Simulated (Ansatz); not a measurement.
# Thickness series of a Al/AlN/Au junction, part 3 of 6

Wanted: T(E), the conductance and its decay constant for Al/AlN/Au. The lower electrode is Al fcc(111), the upper one Au fcc(111); the barrier is AlN rock salt(111) (N and N faces). In the first transport cell, after relaxation, the nearest pair of electrode and barrier is Al–N at 1.79 Å, along the normal, at the lower face and Au–N at 2.45 Å, at a slant, at the upper one. All share a net of side 2.857 Å, which strains the lower electrode by +0.0 %, the upper one by -2.9 % and the barrier by -0.7 %, against typed lattice constants near PBE's. The first steps treat the bulk electrodes alone.

Ansatz 0.2.0; PBE DFT, plane waves, PAW files (the session's first sound run).

So far. Step 4 (Relaxation): The largest force component on a free atom ends at 0.0063 eV/Å. The work functions of the outer faces are 4.20 and 5.33 eV.

## Step 5: Transmission over a wide range of energy

This step: PBE DFT, plane waves, PAW files; ballistic transmission by layer matching between semi-infinite leads (Ansatz 0.2.0).

System of this step: Al/AlN/Au. The cell holds 25 atoms: 12 Al, 5 N and 8 Au. Cell: a = 2.857 Å, b = 2.857 Å, c = 60.514 Å, α = 90.0°, β = 90.0°, γ = 120.0°. Regions: left electrode, 8 atoms (8 Al); barrier, 9 atoms (5 N and 4 Al); right electrode, 8 atoms (8 Au). Vacuum lies along c.

The relaxed core is set between ideal electrode layers (this cell holds 9 atomic planes between the electrodes; where that differs from the relaxed slab, whole periods were copied in or cut out without a new relaxation), which the solver continues as semi-infinite leads. A wide energy window on a coarse mesh (18×18) shows where the Fermi level lies against the barrier's bands; the projected density of states shows how far the metals' states reach in.

File input.yaml:

```yaml
crystal:
  lattice:
    - [2.857, 0.0, 0.0]
    - [-1.4285, 2.4742345786, 0.0]
    - [0.0, 0.0, 60.5135925938]
  atoms:
    - { symbol: Al, position: [0.66666667, 0.33333333, 0.1156764902] }
    - { symbol: Al, position: [0.0, 0.0, 0.1541384506] }
    - { symbol: Al, position: [0.33333333, 0.66666667, 0.1926004111] }
    - { symbol: Al, position: [0.66666667, 0.33333333, 0.2310623715] }
    - { symbol: Al, position: [0.0, 0.0, 0.269524332] }
    - { symbol: Al, position: [0.33333333, 0.66666667, 0.3079862925] }
    - { symbol: Al, position: [0.66666667, 0.33333333, 0.3464482529] }
    - { symbol: Al, position: [0.0, 0.0, 0.3843018277] }
    - { symbol: "N", position: [0.0, 0.0, 0.4138341689] }
    - { symbol: Al, position: [0.33333333, 0.66666667, 0.4304772932] }
    - { symbol: "N", position: [0.66666667, 0.33333333, 0.4513951161] }
    - { symbol: Al, position: [0.0, 0.0, 0.4701646275] }
    - { symbol: "N", position: [0.33333333, 0.66666667, 0.4901271995] }
    - { symbol: Al, position: [0.66666667, 0.33333333, 0.5092956327] }
    - { symbol: "N", position: [0.0, 0.0, 0.5287032459] }
    - { symbol: Al, position: [0.33333333, 0.66666667, 0.5488727958] }
    - { symbol: "N", position: [0.66666667, 0.33333333, 0.566106339] }
    - { symbol: Au, position: [0.0, 0.0, 0.5959958154] }
    - { symbol: Au, position: [0.33333333, 0.66666667, 0.6362386262] }
    - { symbol: Au, position: [0.66666667, 0.33333333, 0.6775861068] }
    - { symbol: Au, position: [0.0, 0.0, 0.7189335874] }
    - { symbol: Au, position: [0.33333333, 0.66666667, 0.760281068] }
    - { symbol: Au, position: [0.66666667, 0.33333333, 0.8016285486] }
    - { symbol: Au, position: [0.0, 0.0, 0.8429760292] }
    - { symbol: Au, position: [0.33333333, 0.66666667, 0.8843235098] }
kpoints:
  mp_grid: { grid: [12, 12, 1] }
scf:
  occupations: { method: fermi_dirac, width: 0.1 }
  max_iter: 150
hamiltonian:
  xc: pbe
output:
  transmission:
    kmesh: [18, 18]
    e_range: [-3, 3]
    de: 0.1
    leads: [[3, 4], [21, 22]]
  dos: { projected: true, e_range: [-6, 5], de: 0.05 }
  write_potential: true
  write_density: true
  volumetric_format: npy
  elf: true
```

Command:

```console
$ ansatz run input.yaml --threads 4 --pin off --max-ram 10240MiB --backend cpu --events-out ev --progress --plain --runs-dir out
```

Numbers of over 12 decimals in the logs are rounded to 6 here.

Output:

```text
[...]
Crystal: 25 atoms, lattice volume = 427.764 Å³
Basis set: ecut = 420 eV, 8399 PW (Γ)
Bands: 132, of which v1, the nominal top of the filled ones, is band 107 counted from 1 (106 counted from 0)
Symmetry: 6 space group operations
[...]
k-points: 19 of 144 (time reversal used)
[...]
SCF iter   1: F=—  HF=-113570.766916 eV  |F-HF|=—  |Δ(HF+E_count)|=         —  Δρ=5.99e-3  dr2=5.97e0  ethr=1.77e-3  ⟨swp⟩=8.5  Hψ=11347  notcnv=0  defer=119
[...]
SCF iter  10: F=-113570.639558 eV  HF=-113570.639558 eV  |F-HF|=1.09e-8  |Δ(HF+E_count)|=   2.41e-8  Δρ=1.34e-6  dr2=1.58e-8  ethr=4.69e-11  ⟨swp⟩=20.8  Hψ=10674  notcnv=0
SCF 1 converged in 10 iterations: F = -113570.639558 eV  dr2 = 1.58e-8
[...]
transmission: 189 of 1850 steps passed
transmission: 373 of 1850 steps passed
[...]
transmission: 1850 of 1850 steps passed
WARN: The output density's exchange-correlation potential varies sharply where the density is thin. Do not read a vacuum level from v_tot or v_xc, or from such a field of the output density. On a cell that repeats whose density bears no net charge and no dipole along the vacuum's axis use v_es (v_loc + v_h of the components); under efield.dipole_correction with no amplitude use v_es + v_field, which holds any externa [...]
SCF converged after 10 iterations
Free energy (F): -113570.639558 eV
[...]
Internal energy: -113570.366072 eV  (E = F + TS)
E sigma→0 (E₀):  -113570.502815 eV
Entropy (-TS):   -0.273485 eV (-10.939 meV/atom)
Fermi energy:    9.871501 eV
[...]
--- Band table (eV; the first three rows and the last of 19) ---
  k-point 0: bands = [... 103 lower, 9.3318, 9.6738, 9.6738, 10.1825, 10.1825, 10.2299, 10.2299, 10.4617, ... 21 higher]
  k-point 1: bands = [... 103 lower, 9.3384, 9.5771, 9.7574, 9.8823, 10.0004, 10.1250, 10.1746, 10.6036, ... 21 higher]
  k-point 2: bands = [... 103 lower, 9.3208, 9.3836, 9.5573, 9.9367, 9.9991, 10.0416, 10.9702, 10.9987, ... 21 higher]
  k-point 18: bands = [... 103 lower, 8.6198, 8.8466, 9.2222, 9.7816, 9.8053, 10.4958, 10.7501, 11.3207, ... 21 higher]
--- Transmission ---
  basis      : 61 plane waves across, 50 finite elements along
  points     : 37, standing for a mesh of 18 x 18
  energies   : 61 from -3.000000 to 3.000000 eV about the Fermi level, 0.100000 eV apart; the leads are filled to 0.000000 eV, and channels, transmission and decay are at 0.000000 eV
  crystal 0  : Al1, at the sites [3, 4], period 2.3275 Å, over 16.29 Å; its Hamiltonian steps by up to 17.5 meV
    offset         : up to 0.0000 Å between an atom of the period and one for which it stands
    channels       : 1.336420e0 a spin
    conductance    : none, the energies end too early or step too widely for 300 K: set another output.transmission.e_range or a lower de, or, where they end at an eighth of basis.ecutwfc, a higher one
    slowest decay  : 0.1032 /Å at (0.3333, 0.3333)
  crystal 1  : Au1, at the sites [21, 22], period 2.5021 Å, over 17.51 Å; its Hamiltonian steps by up to 8.2 meV
[...]
channels       : 7.870370e-1 a spin
[...]
slowest decay  : 0.0223 /Å at (0.0556, 0.0556)
  junction   : crystal 0 to crystal 1, 14.45 to 44.06 Å
    transmission   : 1.408282e-2 a spin
[...]
```

It took 1.9 min on 4 threads of Arm Neoverse V1, shared host; peak memory 2 GiB; 7.5 min of CPU time.

Numbers from this step:

```
free energy                                         : -113570.6396 eV
Fermi energy                                        : 9.872 eV
level to which the leads are filled                 : 0 eV from the Fermi level
transmission at the Fermi level (a spin, zone mean) : 0.01408
channels of the lower lead                          : 1.336
channels of the upper lead                          : 0.7870
potential step in the lower lead                    : 17.5 meV
potential step in the upper lead                    : 8.2 meV
```

One spin. The transmission, zone mean by energy, zero at the Fermi level:

```tsv
energy (eV)	transmission, zone mean
-3.00	0.584
-2.70	0.498
-2.40	0.477
-2.10	0.357
-1.90	0.311
-1.60	0.241
-1.30	0.223
-1.00	0.213
-0.70	0.102
-0.40	0.0628
-0.10	0.0347
0.00	0.0141
0.10	0.0182
0.40	0.00310
0.70	9.5e-4
1.00	4.7e-4
1.30	2.7e-4
1.60	1.9e-4
1.90	1.5e-4
2.10	2.2e-4
2.40	2.0e-4
2.70	2.0e-4
3.00	1.8e-4
```

One spin. Open channels, zone mean against energy, zero at the Fermi level:

```tsv
energy (eV)	lower lead	upper lead
-3.00	1.15	1.81
-2.80	1.27	1.80
-2.70	1.22	1.80
-2.50	1.18	1.70
-2.40	1.14	1.76
-2.20	1.12	1.69
-2.00	1.12	1.07
-1.90	1.07	0.901
-1.70	1.05	0.568
-1.50	1.17	0.522
-1.40	1.17	0.540
-1.20	1.17	0.574
-1.10	1.24	0.574
-0.90	1.23	0.648
-0.70	1.21	0.648
-0.60	1.28	0.657
-0.40	1.24	0.694
-0.20	1.24	0.694
-0.10	1.28	0.731
0.00	1.34	0.787
0.10	1.37	0.787
0.20	1.34	0.787
0.40	1.41	0.769
0.60	1.48	0.787
0.70	1.48	0.787
0.90	1.48	0.769
1.10	1.56	0.852
1.20	1.58	0.852
1.40	1.54	0.815
1.50	1.54	0.815
1.70	1.69	0.815
1.90	1.65	0.833
2.00	1.67	0.966
2.20	1.71	0.892
2.40	1.76	0.799
2.50	1.76	0.744
2.70	1.84	0.725
2.80	1.89	0.781
3.00	1.93	0.781
```

Transmission over k1 and k2. At 0.0000 eV from the Fermi level.

Ten even steps from '0' (0.000) to '9' (0.152):
```
000000000000000000
000000000000000000
000000000000000000
000012222100000000
000022040220000000
000020811802000000
000024190914200000
000020100001020000
000012890009821000
000002010000102000
000000241909142000
000000020811802000
000000002204022000
000000000122221000
000000000000000000
000000000000000000
000000000000000000
000000000000000000
```
Columns: k1 (b1) from -0.5 to 0.444; rows upwards: k2 (b2) from -0.5 to 0.444.

Open channels of the lower lead over k1 and k2. At 0.0000 eV from the Fermi level.

Ten even steps from '0' (0.00) to '9' (3.00):
```
636633366366663666
666633336666693396
366333333366363036
333333333333333333
333333333333333696
333333333333333366
663333333333333666
666333333333333666
636333333333333363
666633333333333366
666633333333333336
366333333333333333
369633333333333333
333333333333333333
363036366333333366
669339666663333666
666636666366333663
666333366666333366
```
Columns: k1 (b1) from -0.5 to 0.444; rows upwards: k2 (b2) from -0.5 to 0.444.

Open channels of the upper lead over k1 and k2. At 0.0000 eV from the Fermi level.

Values, 12 rows by 16 columns, each cell a mean:
```
1.00 1.00 1.00 1.00 1.00 1.00 1.00 1.00 1.00 0.85 0.22 0.00 0.00 0.00 0.00 0.00
1.00 1.00 1.00 1.00 1.00 1.00 1.00 1.00 1.00 1.00 0.89 0.37 0.00 0.00 0.00 0.00
1.00 1.00 1.00 1.00 1.00 1.00 1.00 1.00 1.00 1.00 1.00 1.00 0.63 0.11 0.00 0.00
1.00 1.00 1.00 1.00 1.00 1.00 1.00 1.00 1.00 1.00 1.00 1.00 1.00 0.78 0.15 0.00
1.00 1.00 1.00 1.00 1.00 1.00 0.74 0.07 0.67 0.74 1.00 1.00 1.00 1.00 1.00 0.41
1.00 1.00 1.00 1.00 1.00 1.00 0.74 0.07 0.00 0.22 1.00 1.00 1.00 1.00 1.00 1.00
0.96 0.74 1.00 1.00 1.00 1.00 1.00 0.41 0.30 0.07 0.56 1.00 1.00 1.00 1.00 1.00
0.89 0.07 0.56 1.00 1.00 1.00 1.00 1.00 0.96 0.74 1.00 1.00 1.00 1.00 1.00 1.00
0.89 0.00 0.00 0.30 0.85 1.00 1.00 1.00 1.00 1.00 1.00 1.00 1.00 1.00 1.00 1.00
0.89 0.00 0.00 0.00 0.19 0.78 1.00 1.00 1.00 1.00 1.00 1.00 1.00 1.00 1.00 1.00
0.89 0.00 0.00 0.00 0.00 0.00 0.52 0.96 1.00 1.00 1.00 1.00 1.00 1.00 1.00 1.00
0.96 0.67 0.67 0.67 0.67 0.67 0.67 0.96 1.00 1.00 1.00 1.00 1.00 1.00 1.00 1.00
```
Columns: k1 (b1) from -0.5 to 0.444; rows upwards: k2 (b2) from -0.5 to 0.444.

Projected DOS an atom over height of the atomic layer and energy from the Fermi level. Layers: Al Al Al Al Al Al Al Al N Al N Al N Al N Al N Au Au Au Au Au Au Au Au; projections on atoms miss part of the total, and the computed bands can run out at the top of the range; a column is the mean of 2 neighbouring layers, the last of those left over.

Ten even steps from '0' (0.00 states/eV) to '9' (3.05 states/eV), each cell a mean:
```
1111000000000
1111000000000
1111000000000
1111000000000
1111000000000
1110000000000
1111000000000
1111000000000
1111000000000
1000000020000
1111100030000
1111211120000
1110121121111
1111111133334
1111111137779
1111111136669
1111111146667
1000001146668
1000100047777
1110100047776
0000100035653
0000110025564
```
Columns: height of the atomic layer (Å) from 8.16 to 53.5 (not evenly spaced); rows upwards: energy from the Fermi level (eV) from -6 to 5.

Electrostatic potential energy in the ca plane at fractional y = 0.000, with atoms of Al and N and Au within 0.2 Å of it. With pseudopotentials it is smooth inside the atoms' cores, unlike the true potential.

Ten even steps from '0' (-15 eV) to '9' (12 eV), each cell a mean:
```
56348999999999999634644300189998446537999960
22368987899987789842237853688999633358998885
66789865679875578986579999766799876789976578
88899753478864368998889999744688999999864468
77899854578864468987789999755789988899875468
33578876789986688864358987777899754478987787
34258988899998899733435610389998534347999871
67338999999999999626754200079998357636999940
```
Columns run along c (16.0 Å, from fractional 0.27 to 0.53 of the cell; values clipped at the 3rd and 97th percentile), rows up along a (2.9 Å). Atoms in or near the plane, at fractional coordinates: Al at (0.27, 0.00), Al at (0.38, 0.00), N at (0.41, 0.00), Al at (0.47, 0.00), N at (0.53, 0.00).

Valence density in the ca plane at fractional y = 0.000, with atoms of Al and N and Au within 0.2 Å of it. It is the smooth field of the valence electrons, not physical close to the nuclei.

Values in units of 1e0 e/Å³, 5 rows by 16 columns, each cell a mean:
```
0.2 0.1 0.2 0.2 1.8 1.4 0.2 0.2 4.9 5.2 0.3 0.3 0.1 0.2 0.2 1.4
0.4 0.2 0.5 0.3 0.4 0.4 0.3 0.4 0.8 0.8 0.3 0.9 0.3 0.6 0.6 0.3
0.6 0.3 0.6 0.3 0.2 0.2 0.4 0.5 0.3 0.3 0.4 1.5 0.3 1.0 0.9 0.2
0.4 0.2 0.4 0.2 0.7 0.6 0.3 0.3 1.7 1.8 0.3 0.6 0.2 0.4 0.4 0.5
0.2 0.1 0.2 0.2 2.2 1.8 0.2 0.2 6.4 6.8 0.3 0.2 0.1 0.2 0.2 1.8
```
Columns run along c (16.0 Å, from fractional 0.45 to 0.71 of the cell), rows up along a (2.9 Å). Atoms in or near the plane, at fractional coordinates: Al at (0.47, 0.00), N at (0.53, 0.00), Au at (0.60, 0.00).

ELF in the ca plane at fractional y = 0.000, with atoms of Al and N and Au within 0.2 Å of it. It is the smooth field of the valence electrons, not physical close to the nuclei.

Ten even steps from '0' (0.01) to '9' (0.84), each cell a mean:
```
01157676532346776630018965882011100012111597
32466677654457776663127899972235530145432489
66666666766667665677533467732578752368873256
77655555677776555677631112213799852378995112
77665666776676655677632234422788852378984234
55666677765567766676335789952356641366652378
00267677643357776641018988972123310023211599
12157666532246776620109942783001000001101695
```
Columns run along c (16.0 Å, from fractional 0.27 to 0.53 of the cell), rows up along a (2.9 Å). Atoms in or near the plane, at fractional coordinates: Al at (0.27, 0.00), Al at (0.38, 0.00), N at (0.41, 0.00), Al at (0.47, 0.00), N at (0.53, 0.00).

At the Fermi level the transmission is 0.014, as a zone mean for one spin on this coarse mesh. At the Fermi level the layers of this cell's barrier hold from 0.011 to 1.4 states an eV and atom. In the worse lead the potential repeats within 18 meV, which the program lets pass.

(Part 3 of 6 ends here.)

[Logs are printed without paths, hosts, clocks, repeated set-up lines and the standing remarks that a program may print on its own settings, such as how far it seeks lower states.]

[Hosts, paths, dates, database ids (printed as entryN), source tags and the programs' standing remarks are cut or masked in the printed files.]
